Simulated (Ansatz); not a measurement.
# In: single point with PBE

The system is In.

```
CELL_PARAMETERS angstrom
-1.88253 1.88253 1.88253
1.88253 -1.88253 1.88253
1.88253 1.88253 -1.88253
ATOMIC_POSITIONS crystal
In 0.00000 0.00000 0.00000
```

This isn't the form of In at room conditions, which is tetragonal.

- Program: Ansatz 0.2.0
- Task: single point
- Functional: PBE
- Potentials or basis: Ansatz PAW
- Cutoff: 420 eV (not typed: the program's choice for these potentials)
- k mesh: 10 × 10 × 10
- Occupations: gaussian, width 0.027 eV
- Spin: no spin polarisation

```json
{
  "Pressure": "1.5 GPa",
  "Band gap on the k mesh": "none (metal or under the smearing width)"
}
```

Levels at points of the mesh, in eV from the Fermi level:
| k point | band 2 | band 3 | band 4 | band 5 | band 6 | band 7 | band 8 | band 9 | band 10 | band 11 |
| --- | --- | --- | --- | --- | --- | --- | --- | --- | --- | --- |
| (0.00, 0.00, 0.00) | -14.62 | -14.62 | -14.35 | -14.35 | -9.36 | 10.95 | 10.95 | 10.95 | 12.98 | 12.98 |
| (0.00, 0.00, -0.50) | -14.65 | -14.37 | -14.36 | -14.19 | -3.87 | -3.06 | 5.88 | 7.31 | 10.04 | 10.07 |
| (-0.50, -0.50, -0.50) | -14.72 | -14.23 | -14.23 | -14.23 | 0.94 | 1.31 | 1.31 | 1.31 | 5.29 | 5.29 |

It took 0.9 s on 2 threads of Arm Neoverse N1 (shared host), peak memory 0.27 GiB.
